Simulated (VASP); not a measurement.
# Pd (Im-3m) in VASP: a series of runs

The runs below take Pd through single point, with PBE.

Everything below comes from runs of VASP 6.6.1. Logs are shortened: lines on timing, memory, paths and dates and some standing lists are left out, and cuts for length are marked.

**1. The crystal as given**

Symmetry: Im-3m, No. 229, cubic system. Conventional cell: a = 3.145 Å, b = 3.145 Å, c = 3.145 Å, α = 90.00°, β = 90.00°, γ = 90.00°. Around Pd (site symmetry m-3m) lie 8 Pd at 2.72 Å.

This isn't the form of Pd at room conditions, which is fcc.

**2. Single point, PBE**

The input, INCAR:

```
SYSTEM = Pd
PREC = Accurate ; ENCUT = 900
EDIFF = 1E-6 ; ISMEAR = 0
SIGMA = 0.1 ; LREAL = .FALSE.
LASPH = .TRUE. ; NELM = 100
ALGO = Normal ; ISIF = 2
LWAVE = .FALSE. ; LCHARG = .FALSE.
GGA = PE ; ADDGRID = .FALSE.
```

The input, KPOINTS:

```
Automatic mesh
0
G
  11 11 11
  0 0 0
```

The input, POSCAR:

```
Pd
1.0
   -1.5345420000      1.5703810000      1.5719130000
    1.5565800000     -1.5514420000      1.5750130000
    1.5718420000      1.5887420000     -1.5529740000
Pd
1
Direct
    0.0275280000      0.0634310000      0.0341390000
```

Potentials or basis: VASP PAW PBE potentials, release 64 (Pd).

Launch:

```console
$ cat potpaw_PBE.64/Pd/POTCAR > POTCAR
$ mpirun -np 1 vasp_std > vasp.out
```

OUTCAR:

```text
SYSTEM = Pd
   PREC = Accurate
   ENCUT = 900
   EDIFF = 1E-6
   ISMEAR = 0
   LREAL = .FALSE.
   LASPH = .TRUE.
   NELM = 100
   ISIF = 2
   GGA = PE

 Found    666 irreducible k-points:

 Following reciprocal coordinates:
            Coordinates               Weight
  0.000000  0.000000  0.000000      1.000000
  0.090909  0.000000  0.000000      2.000000
  0.181818  0.000000 -0.000000      2.000000
  0.272727  0.000000  0.000000      2.000000
  0.363636  0.000000  0.000000      2.000000
  0.454545  0.000000  0.000000      2.000000
   k-points           NKPTS =    666   k-points in BZ     NKDIM =    666   number of bands    NBANDS=      9
   number of dos      NEDOS =    301   number of ions     NIONS =      1
   total plane-waves  NPLWV =  21952
   dimension x,y,z NGX =    28 NGY =   28 NGZ =   28
   dimension x,y,z NGXF=    56 NGYF=   56 NGZF=   56
   ions per type =               1
   NGX,Y,Z   is equivalent  to a cutoff of  17.24, 17.22, 17.10 a.u.
   NGXF,Y,Z  is equivalent  to a cutoff of  34.48, 34.43, 34.21 a.u.
 SYSTEM =  Pd
   PREC   = accura    normal or accurate (medium, high low for compatibility)
   ISTART =      0    job   : 0-new  1-cont  2-samecut
   ICHARG =      2    charge: 1-file 2-atom 10-const
   ISPIN  =      1    spin polarized calculation?
   LNONCOLLINEAR =      F non collinear calculations
   LSORBIT =      F    spin-orbit coupling
   LASPH  =      T    aspherical Exc in radial PAW
   ENCUT  =  900.0 eV  66.15 Ry    8.13 a.u.   6.61  6.61  6.66*2*pi/ulx,y,z
   NELM   =    100;   NELMIN=  2; NELMDL= -5     # of ELM steps
   EDIFF  = 0.1E-05   stopping-criterion for ELM
   LREAL  =      F    real-space projection
   EDIFFG = 0.1E-04   stopping-criterion for IOM
   NSW    =      0    number of steps for IOM
   IBRION =     -1    ionic relax: 0-MD 1-quasi-New 2-CG
   NFREE  =      0    steps in history (QN), initial steepest desc. (CG)
   ISIF   =      2    stress and relaxation
   ISYM   =      2    0-nonsym 1-usesym 2-fastsym
   POTIM  = 0.5000    time-step for ionic-motion
   TEBEG  =    0.0;   TEEND  =   0.0 temperature during run
   PSTRESS=    0.0 pullay stress
   NELECT =      10.0000    total number of electrons
   NUPDOWN=      -1.0000    fix difference up-down
   EMIN   =  10.00;   EMAX   =-10.00  energy-range for DOS
   EFERMI =   0.00;   METHOD = LEGACY
   ISMEAR =     0;   SIGMA  =   0.10  broadening in eV -4-tet -1-fermi 0-gaus
   EFERMI_NEDOS =   21; number of points for ismear=-14 and -15
   IALGO  =     38    algorithm
   IMIX   =      4    mixing-type and parameters
     AMIX     =   0.40;   BMIX     =  1.00
     AMIX_MAG =   1.60;   BMIX_MAG =  1.00
  volume/ion in A,a.u.               =      15.55       104.92
  Fermi-wavevector in a.u.,A,eV,Ry     =   1.413160  2.670485 27.171118  1.997021
  Thomas-Fermi vector in A             =   2.534834
   LORBIT       =      0    0 simple, 1 ext, 2 COOP (PROOUT), +10 PAW based schemes
   GGA     = PE    functional components
   LHFCALC =     F    Hartree Fock is set to
   AEXX    =    0.0000 exact exchange contribution
   IVDW    =     0    specifies the selected vdW correction
   LEPSILON=     F    determine dielectric tensor
   LRPA    =     F    only Hartree local field effects (RPA)
 non-spin polarized calculation
 Gauss-broadening in eV      SIGMA  =   0.10
  energy-cutoff  :      900.00
  volume of cell :       15.55
 maximum number of plane-waves:       970
   NGX = 13   NGY = 13   NGZ = 13

 number of electron      10.0000000 magnetization

 Free energy of the ion-electron system (eV)
  ---------------------------------------------------
  ext. energy  EPLUGINS =         0.00000000
  ---------------------------------------------------
  free energy    TOTEN  =        -5.16379976 eV

  energy without entropy =       -5.15541898  energy(sigma->0) =       -5.15960937

 E-fermi :   8.9181     XC(G=0): -12.8514

 val. band max:        8.9180712093   @ k =  -0.0909   0.0000   0.3636
 cond. band min:       8.9222991278   @ k =  -0.0000  -0.3636   0.2727
 fundamental gap:      0.0042279185
 Fermi energy:         8.9180884333

 k-point     1 :       0.0000    0.0000    0.0000
  band No.  band energies     occupation
      1       2.1896      2.00000
      2       6.0479      2.00000
      3       6.1438      2.00000
      4       6.3975      2.00000
      5       8.0174      2.00000
      6       8.0797      2.00000
      7      27.9466      0.00000
      8      28.0913      0.00000
      9      28.5262      0.00000

 k-point     2 :       0.0909    0.0000    0.0000
  band No.  band energies     occupation
      1       2.4839      2.00000
      2       6.0368      2.00000
      3       6.1189      2.00000
      4       6.5455      2.00000
      5       7.9204      2.00000
      6       8.0845      2.00000
      7      27.7064      0.00000
      8      28.1096      0.00000
      9      28.7661      0.00000

 k-point     3 :       0.1818    0.0000   -0.0000
  band No.  band energies     occupation
      1       3.2645      2.00000
      2       5.8124      2.00000
      3       6.1759      2.00000
      4       7.0741      2.00000
      5       7.7670      2.00000
      6       8.1085      2.00000
      7      26.0108      0.00000
      8      27.5974      0.00000
      9      29.5968      0.00000

 k-point     4 :       0.2727    0.0000    0.0000
  band No.  band energies     occupation
      1       4.0276      2.00000
      2       5.5191      2.00000
      3       6.6345      2.00000
      4       7.7599      2.00000
      5       7.8965      2.00000
      6       8.1584      2.00000
      7      22.8435      0.00000
      8      26.2204      0.00000
      9      30.3664      0.00000

 k-point     5 :       0.3636    0.0000    0.0000
  band No.  band energies     occupation
      1       4.1489      2.00000
      2       5.2611      2.00000
      3       7.7983      2.00000
      4       8.2096      2.00000
      5       8.2222      2.00000
      6       8.7688      1.96529
      7      19.4209      0.00000
      8      24.9159      0.00000
      9      28.0493      0.00000

 k-point     6 :       0.4545    0.0000    0.0000
  band No.  band energies     occupation
      1       4.0396      2.00000
      2       5.1131      2.00000
      3       7.9394      2.00000
      4       8.2682      2.00000
      5       9.3558      0.00000
      6       9.9516      0.00000
      7      16.7431      0.00000
      8      24.1814      0.00000
      9      26.7017      0.00000

 [... further k-points ...]

------------------------ aborting loop because EDIFF is reached ----------------------------------------

  FORCE on cell =-STRESS in cart. coord.  units (eV):
  Direction    XX          YY          ZZ          XY          YZ          ZX
  --------------------------------------------------------------------------------------
  -------------------------------------------------------------------------------------
  Total       -0.1053641     -0.0927121     -0.0957116     -0.1843037     -0.0779652     -0.0962937
  in kB      -10.8580680     -9.5542444     -9.8633504    -18.9930236     -8.0345389     -9.9233421
  external PRESSURE =     -10.0918876 kB  Pullay stress =       0.0000000 kB

 VOLUME and BASIS-vectors are now :
 -----------------------------------------------------------------------------
  energy-cutoff  :      900.00
  volume of cell :       15.55
      direct lattice vectors                 reciprocal lattice vectors
    -1.534542000  1.570381000  1.571913000    -0.005977961  0.314720194  0.315918219
     1.556580000 -1.551442000  1.575013000     0.317494029 -0.005640589  0.315580949
     1.571842000  1.588742000 -1.552974000     0.315948875  0.312837667 -0.004095334

 POSITION                                       TOTAL-FORCE (eV/Angst)
 -----------------------------------------------------------------------------------
      0.11015     -0.00094      0.09016         0.000000      0.000000      0.000000
 -----------------------------------------------------------------------------------
    total drift:                               -0.000002     -0.000000      0.000001

  FREE ENERGIE OF THE ION-ELECTRON SYSTEM (eV)
  ---------------------------------------------------
  free  energy   TOTEN  =        -5.1637997595 eV

  energy  without entropy=       -5.1554189790  energy(sigma->0) =       -5.15960937
```

Wall time 3.3 min (1 thread of Intel Xeon Platinum 8375C at 2.90GHz (Ice Lake), shared host); peak memory 0.35 GiB.

These settings aren't checked as converged: the numbers below hold their error.

What came out:

* Free energy: -5.1638 eV
* Pressure: -1.0 GPa
* Band gap on the k mesh: none (metal or under the smearing width)

**3. Single point, PBE**

INCAR, as its differences from that of step 2:

```diff
@@ -1,3 +1,3 @@
 SYSTEM = Pd
-PREC = Accurate ; ENCUT = 900
+PREC = Accurate ; ENCUT = 520
 EDIFF = 1E-6 ; ISMEAR = 0
```

The input, KPOINTS:

```
Automatic mesh
0
G
  15 15 15
  0 0 0
```

The input, POSCAR:

```
Pd
1.0
   -1.5722810000      1.5722810000      1.5722810000
    1.5722810000     -1.5722810000      1.5722810000
    1.5722810000      1.5722810000     -1.5722810000
Pd
1
Direct
    0.0000000000      0.0000000000      0.0000000000
```

Potentials or basis: VASP PAW PBE potentials, release 64 (Pd).

Launch:

```console
$ cat potpaw_PBE.64/Pd/POTCAR > POTCAR
$ mpirun -np 1 vasp_std > vasp.out
```

OUTCAR:

```text
SYSTEM = Pd
   PREC = Accurate
   ENCUT = 520
   EDIFF = 1E-6
   ISMEAR = 0
   LREAL = .FALSE.
   LASPH = .TRUE.
   NELM = 100
   ISIF = 2
   GGA = PE

 Found    120 irreducible k-points:

 Following reciprocal coordinates:
            Coordinates               Weight
  0.000000  0.000000  0.000000      1.000000
  0.066667  0.000000  0.000000     12.000000
  0.133333  0.000000  0.000000     12.000000
  0.200000  0.000000  0.000000     12.000000
  0.266667  0.000000  0.000000     12.000000
  0.333333  0.000000  0.000000     12.000000
[... 147 lines left out ...]

------------------------ aborting loop because EDIFF is reached ----------------------------------------

  FORCE on cell =-STRESS in cart. coord.  units (eV):
  Direction    XX          YY          ZZ          XY          YZ          ZX
  --------------------------------------------------------------------------------------
  -------------------------------------------------------------------------------------
  Total       -0.1508289     -0.1508289     -0.1508289      0.0000000      0.0000000      0.0000000
  in kB      -15.5433483    -15.5433483    -15.5433483      0.0000000      0.0000000      0.0000000
  external PRESSURE =     -15.5433483 kB  Pullay stress =       0.0000000 kB

 VOLUME and BASIS-vectors are now :
 -----------------------------------------------------------------------------
  energy-cutoff  :      520.00
  volume of cell :       15.55
      direct lattice vectors                 reciprocal lattice vectors
    -1.572281000  1.572281000  1.572281000     0.000000000  0.318009313  0.318009313
     1.572281000 -1.572281000  1.572281000     0.318009313  0.000000000  0.318009313
     1.572281000  1.572281000 -1.572281000     0.318009313  0.318009313  0.000000000

 POSITION                                       TOTAL-FORCE (eV/Angst)
 -----------------------------------------------------------------------------------
      0.00000      0.00000      0.00000        -0.000000      0.000000     -0.000000
 -----------------------------------------------------------------------------------
    total drift:                                0.000000      0.000000      0.000000

  FREE ENERGIE OF THE ION-ELECTRON SYSTEM (eV)
  ---------------------------------------------------
  free  energy   TOTEN  =        -5.1786577698 eV

  energy  without entropy=       -5.1719141986  energy(sigma->0) =       -5.17528598
```

It took 17 s on 1 thread of Intel Xeon Platinum 8375C at 2.90GHz (Ice Lake), shared host; peak memory 0.13 GiB.

The run converged, but some of its settings lie outside the range that counts as converged, so its numbers aren't taken as properties of the crystal.

What came out:

```
Free energy            : -5.1787 eV
Pressure               : -1.6 GPa
Band gap on the k mesh : none (metal or under the smearing width)
```

**4. Single point, PBE**

INCAR is that of step 3.

KPOINTS is that of step 3.

The input, POSCAR:

```
Pd
1.0
   -1.5345420000      1.5703810000      1.5719130000
    1.5565800000     -1.5514420000      1.5750130000
    1.5718420000      1.5887420000     -1.5529740000
Pd
1
Direct
    0.0275280000      0.0634310000      0.0341390000
```

Launch:

```console
$ cat potpaw_PBE.64/Pd/POTCAR > POTCAR
$ mpirun -np 1 vasp_std > vasp.out
```

It took 4 min on 1 thread of Intel Xeon Platinum 8375C at 2.90GHz (Ice Lake), shared host; peak memory 0.35 GiB.

The run converged, but some of its settings lie outside the range that counts as converged, so its numbers aren't taken as properties of the crystal.

Results:

| Property | Result |
| --- | --- |
| Free energy | -5.1749 eV |
| Pressure | -1.3 GPa |
| Band gap on the k mesh | none (metal or under the smearing width) |

**5. The reference run**

An earlier run on the cell as given: functional PBEsol; potentials or basis VASP PAW PBE potentials, release 64 (Pd); cutoff 520 eV; k mesh 12 × 12 × 12; occupations fermi-dirac, width 0.05 eV; no spin polarisation.

* Pressure: -10.3 GPa
* Band gap on the k mesh: none (metal or under the smearing width)
